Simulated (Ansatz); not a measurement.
# MoSi2 (Si2Mo-type): a single-point run

Aim: a sound single-point run of MoSi2 (Si2Mo-type). The structure is shown as the input types it.

Computed with Ansatz 0.2.0 (Kohn-Sham DFT, with the functional, basis and potentials that each input names, unless a step's input says otherwise).

### 1 Starting point

Symmetry: I4/mmm, No. 139, tetragonal system. The conventional cell has a = 3.217 Å, b = 3.217 Å, c = 7.873 Å, α = 90.00°, β = 90.00°, γ = 90.00°. Si (site symmetry 4mm) has 5 Si at 2.60 to 2.64 Å and 5 Mo at 2.62 to 2.64 Å in its first shell of neighbours. Mo (site symmetry 4/mmm) has 10 Si at 2.62 to 2.64 Å in its first shell of neighbours.

Structure file:

```
CELL_PARAMETERS angstrom
-1.60852 1.60852 3.93657
1.60852 -1.60852 3.93657
1.60852 1.60852 -3.93657
ATOMIC_POSITIONS crystal
Si 0.33511 0.33511 0.00000
Si 0.66489 0.66489 0.00000
Mo 0.00000 0.00000 0.00000
```

### 2 Input and run

input.yaml reads:

```yaml
crystal:
  lattice:
    - [-1.608518952, 1.608518952, 3.936566622]
    - [1.608518952, -1.608518952, 3.936566622]
    - [1.608518952, 1.608518952, -3.936566622]
  atoms:
    - { symbol: Si, position: [0.3351149525, 0.3351149525, 0.0] }
    - { symbol: Si, position: [0.6648850475, 0.6648850475, 0.0] }
    - { symbol: Mo, position: [0.0, 0.0, 0.0] }
basis:
  ecutwfc: 420
  ecutrho_ratio: 4
kpoints:
  mp_grid: { grid: [14, 14, 14] }
hamiltonian:
  xc: pbe
  hubbard: { sites: [{ species: Mo, l: d, u_eff: -5.0 }] }
scf:
  occupations: { method: gaussian, width: 0.05 }
  max_iter: 75
output:
  forces: true
  stress: true
```

Run with:

```sh
$ ansatz run input.yaml --threads 4 --pin off --max-ram 7168MiB --backend cpu --events-out ev --progress --plain --runs-dir out
```

What happens when this is run?

The run converged and reported no error. Convergence says nothing about whether the input makes sense.

In the input, hamiltonian.hubbard.sites is [{species: Mo, l: d, u_eff: -5.0}]. The U is negative: it rewards fractional occupations of the shell, where a positive U penalises them, and shifts its filled levels up and its empty ones down.

The test: delete hamiltonian.hubbard.sites.
